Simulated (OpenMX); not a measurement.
# MgB2 in OpenMX: convergence with criterion

Input of the first run (criterion 1.0e-3); the others differ in this setting and in those tied to it:

The input MgB2.dat:

```
System.CurrrentDirectory             ./
System.Name                          MgB2
DATA.PATH                            ./DFT_DATA13
level.of.stdout                      1
level.of.fileout                     0
Species.Number                       2
<Definition.of.Atomic.Species
  Mg  Mg7.0-s3p2             Mg_PBE13
  B   B7.0-s2p2              B_PBE13
Definition.of.Atomic.Species>

Atoms.Number                         3
Atoms.SpeciesAndCoordinates.Unit     Ang
<Atoms.SpeciesAndCoordinates
    1  Mg    0.0597811300    0.0508475731    0.2207300420   4.000  4.000
    2  B     1.6378588925    0.8721646535    1.6800447170   1.500  1.500
    3  B     0.0776910975    1.8264222757    1.8868131100   1.500  1.500
Atoms.SpeciesAndCoordinates>

Atoms.UnitVectors.Unit               Ang
<Atoms.UnitVectors
     3.0850000000    0.0000000000    0.0000000000
    -1.5425000000    2.6716883707    0.0000000000
     0.0000000000    0.0000000000    3.5230000000
Atoms.UnitVectors>

scf.XcType                           GGA-PBE
scf.SpinPolarization                 off
scf.ElectronicTemperature            580.226
scf.energycutoff                     500.0
scf.maxIter                          100
scf.EigenvalueSolver                 band
scf.Kgrid                            7 7 7
scf.Mixing.Type                      rmm-diisk
scf.Init.Mixing.Weight               0.05
scf.Min.Mixing.Weight                0.001
scf.Max.Mixing.Weight                0.3
scf.Mixing.History                   25
scf.Mixing.StartPulay                8
scf.criterion                        1.0e-3
scf.stress.tensor                    on
MD.Type                              nomd
```

Potentials or basis: OpenMX 2013 PBE set, Mg7.0-s3p2, B7.0-s2p2, grid cutoff 500 Ry.

Run with:

```console
$ openmx MgB2.dat -nt 1 > MgB2.std
```

The cell isn't the ideal one: atoms moved at random, drawn with an rms of 0.15 Å.

Hardware: 1 thread of Intel(R) Xeon(R) 6975P-C (Granite Rapids), on a shared host.

```tsv
criterion	energy less the tightest run, at zero smearing (meV/atom)	SCF cycles	CPU time (s)	peak memory (GiB)
1.0e-3	0.09	11	86	0.85
1.0e-4	0.03	12	87	0.86
1.0e-5	0.03	12	97	0.85
1.0e-6	0.00	14	110	0.85
1.0e-7	0.00	16	100	0.86
1.0e-8	0.00	17	98	0.85
1.0e-9	0.00	18	98	0.85
1.0e-10	0.00	20	100	0.85
```

Against the tightest run, the energy stays within 1 meV/atom from 1.0e-3 on. The tightest run that finished is the yardstick and may itself not be fully converged.

Caveat, for the tightest run too: the basis of atomic orbitals isn't converged, which shifts pressures, moduli and gaps.
